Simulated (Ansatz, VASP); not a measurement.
# P (dimer P chain) in two plane-wave programs, part 2 of 2

Aim: how closely do two programs agree when they are given the same cell, functional and k mesh? The structure shown is the start of the Ansatz relaxation below; VASP solves that cell, so the two are compared at the walk's first step.

VASP 6.6.1 and Ansatz 0.2.0.

So far. Step 4 (Side by side): The forces differ by 71 meV/Å r.m.s., which is 2.0 % of the r.m.s. force of 3.501 eV/Å (both taken over all components).

**7. Comparison**

What differs besides the data sets and the points named for the pairs above, as far as they apply: the two LDA forms differ slightly; VASP's log shows a relativistic correction to its local exchange, Ansatz's none. Total energies have different zeros and are not compared.

Forces (eV/Å; atoms numbered as in POSCAR):

| atom | Ansatz x, y, z | VASP x, y, z |
| --- | --- | --- |
| P1 | 0.000, 0.000, -5.843 | 0.000, 0.000, -5.731 |
| P2 | 0.000, 0.000, 5.843 | 0.000, 0.000, 5.731 |

The forces differ by 65 meV/Å r.m.s., which is 2.0 % of the r.m.s. force of 3.309 eV/Å (both taken over all components). Moments aren't recorded for both runs of this pair, so they may hold unlike magnetic states.

**8. Ansatz: relaxation, PBEsol**

The two programs are compared at the cell with which this relaxation starts, whose forces are those of its first step.

The structure compared here is the start of the Ansatz relaxation; VASP solves that cell, so the two are compared at the walk's first step.

Input file input.yaml:

```yaml
crystal:
  lattice:
    - [7.5, 0.0, 0.0]
    - [0.0, 7.5, 0.0]
    - [0.0, 0.0, 4.066]
  atoms:
    - { symbol: P, position: [0.5, 0.5, 0.0], spin: 0.3 }
    - { symbol: P, position: [0.5, 0.5, 0.45], spin: 0.3 }
magnetization:
  spin_polarized: true
kpoints:
  mp_grid: { grid: [1, 1, 20] }
scf:
  occupations: { method: fermi_dirac, width: 0.05 }
hamiltonian:
  xc: pbesol
relax:
  cell: { fix: [a, b, alpha, beta, gamma] }
  max_steps: 60
```

Command:

```
ansatz run input.yaml --threads 4 --pin off --max-ram 8192MiB --backend cpu --events-out ev --progress --plain --runs-dir out
```

Numbers of over 12 decimals in the logs are rounded to 6 here.

Output:

```text
[...]
Crystal: 2 atoms, lattice volume = 228.712 Å³
Basis set: ecut = 420 eV, 4469 PW (Γ), exchange–correlation on 108×108×60 points (8 copies of the dense FFT grid, shifted against one another)
Bands: 10, of which v1, the nominal top of the filled ones, is band 5 counted from 1 (4 counted from 0)
Symmetry: 16 space group operations
[...]
0.000000       0.084982       0.000000
        0.000000       0.000000      -0.015584
  P = ⅓ Tr σ = 0.0515 GPa (0.515 kbar)
--- Relaxed structure (6 steps of the walk, 6 accepted, 1 SCFs on fresh bases) ---
[...]
cell:  # Å, volume = 234.2281 Å³
    - [7.5, 0.0, 0.0]
    - [0.0, 7.5, 0.0]
    - [0.0, 0.0, 4.164055]
  atoms:
    - { symbol: P, position: [0.5, 0.5, -0.025001] }
    - { symbol: P, position: [0.5, 0.5, 0.475001] }
[key lines of the parts left out:]
SCF converged after 6 iterations
Magnetization: -0.0000 μB (5.0000 up, 5.0000 down)
Free energy (F): -1477.406891 eV
Fermi energy:    -3.497505 eV
```

**9. VASP: single point, PBEsol, start cell**

The same cell, functional, mesh and smearing now go to VASP, with its own data sets.

Input file INCAR:

```
SYSTEM = P
PREC = Accurate
ENCUT = 400
EDIFF = 1E-06
NELM = 200
ISMEAR = -1
SIGMA = 0.05
LREAL = .FALSE.
ALGO = Normal
GGA = PS
NBANDS = 12
ISPIN = 2
MAGMOM = -0 -0
LORBIT = 11
LWAVE = .FALSE.
LCHARG = .FALSE.
ISIF = 2
LASPH = .TRUE.
GGA_COMPAT = .FALSE.
```

Input file POSCAR:

```
P
1.0
    7.5000000000      0.0000000000      0.0000000000
    0.0000000000      7.5000000000      0.0000000000
    0.0000000000      0.0000000000      4.0660000000
P
2
Direct
    0.5000000000      0.5000000000      0.0000000000
    0.5000000000      0.5000000000      0.4500000000
```

Input file KPOINTS:

```
Automatic mesh
0
Gamma
1 1 20
0 0 0
```

The projector-augmented-wave data sets are P (PBE family, release 64).

Command:

```
mpirun -np 1 vasp_std
```

Output:

```text
[banner, memory and clock lines left out]
running    1 mpi-ranks, on    1 nodes
[...]
|                                                                             |
|               ----> ADVICE to this user running VASP <----                  |
|                                                                             |
|     You enforced a specific xc type in the INCAR file but a different       |
|     [... a line on the potential file left out ...]
|     I HOPE YOU KNOW WHAT YOU ARE DOING!                                     |
|                                                                             |

 LDA part: xc-table for (Slater+PW92), standard interpolation
 POSCAR, INCAR and KPOINTS ok, starting setup
[...]
entering main loop
       N       E                     dE             d eps       ncg     rms          rms(c)
DAV:   1     0.477843758890E+02    0.47784E+02   -0.26811E+03   528   0.444E+02
DAV:   2    -0.378794163444E+01   -0.51572E+02   -0.49399E+02   800   0.914E+01
DAV:   3    -0.870749524036E+01   -0.49196E+01   -0.48245E+01   716   0.335E+01
DAV:   4    -0.879179522483E+01   -0.84300E-01   -0.84188E-01   752   0.543E+00
[...]
DAV:  17    -0.824448890569E+01   -0.72830E-05   -0.32523E-07   652   0.274E-03    0.349E-03
DAV:  18    -0.824449189601E+01   -0.29903E-05   -0.15407E-07   664   0.185E-03    0.111E-03
DAV:  19    -0.824449219546E+01   -0.29945E-06   -0.14850E-08   704   0.590E-04
   1 F= -.82444922E+01 E0= -.82363170E+01  d E =-.163504E-01  mag=    -0.0000
```

OUTCAR, selected parts (step 9):

```text
  Total        0.1096749      0.1096749     10.6570685      0.0000000      0.0000000      0.0000000
  in kB        0.7682950      0.7682950     74.6549204      0.0000000      0.0000000      0.0000000
  external PRESSURE =      25.3971702 kB  Pullay stress =       0.0000000 kB

 POSITION                                       TOTAL-FORCE (eV/Angst)
 -----------------------------------------------------------------------------------
      3.75000      3.75000      0.00000        -0.000000     -0.000000     -6.083699
      3.75000      3.75000      1.82970         0.000000      0.000000      6.083699
 -----------------------------------------------------------------------------------
    total drift:                                0.000000     -0.000000      0.000012

  FREE ENERGIE OF THE ION-ELECTRON SYSTEM (eV)
  ---------------------------------------------------
  free  energy   TOTEN  =        -8.2444921955 eV

  energy  without entropy=       -8.2281418232  energy(sigma->0) =       -8.23631701

 magnetization (x)
# of ion       s       p       d       tot
------------------------------------------
    1        0.000  -0.000   0.000  -0.000
    2        0.000  -0.000   0.000  -0.000
--------------------------------------------------
tot          0.000  -0.000   0.000  -0.000

[... 2 parts as in an earlier step ...]

[... 1 further part left out ...]
[key lines of the parts left out:]
E-fermi :  -3.2681
```

**10. Side by side**

What differs besides the data sets and the points named for the pairs above, as far as they apply: Ansatz makes its cores anew for this functional, VASP keeps those of its PBE data sets. Total energies have different zeros and are not compared.

Forces (eV/Å; atoms numbered as in POSCAR):

| atom | Ansatz x, y, z | VASP x, y, z |
| --- | --- | --- |
| P1 | 0.000, 0.000, -6.148 | 0.000, 0.000, -6.084 |
| P2 | 0.000, 0.000, 6.148 | 0.000, 0.000, 6.084 |

The forces differ by 37 meV/Å r.m.s., which is 1.1 % of the r.m.s. force of 3.512 eV/Å (both taken over all components). Moments aren't recorded for both runs of this pair, so they may hold unlike magnetic states.

**11. Outcome**

```yaml
r_m_s_force_difference_single_point_pbe_start_cell: 2.0 % of the r.m.s. force
r_m_s_force_difference_single_point_lda_start_cell: 2.0 % of the r.m.s. force
r_m_s_force_difference_single_point_pbesol_start_cell: 1.1 % of the r.m.s. force
```

**Reading.** The r.m.s. force difference is 2.0 % of the r.m.s. force (single point, PBE, start cell), within the 3 % picked in this series as the mark of a large difference. 7 further runs of this series are not shown here. How closely two codes agree says nothing of how well the functional describes the real material.

[Lines on the potential files, build, host, timing and source positions are cut from VASP's logs without a mark.]

[Logs are printed without paths, hosts, clocks, repeated set-up lines and the standing remarks that a program may print on its own settings, such as how far it seeks lower states.]

[Hosts, paths, dates, database ids (printed as entryN), source tags and the programs' standing remarks are cut or masked in the printed files.]
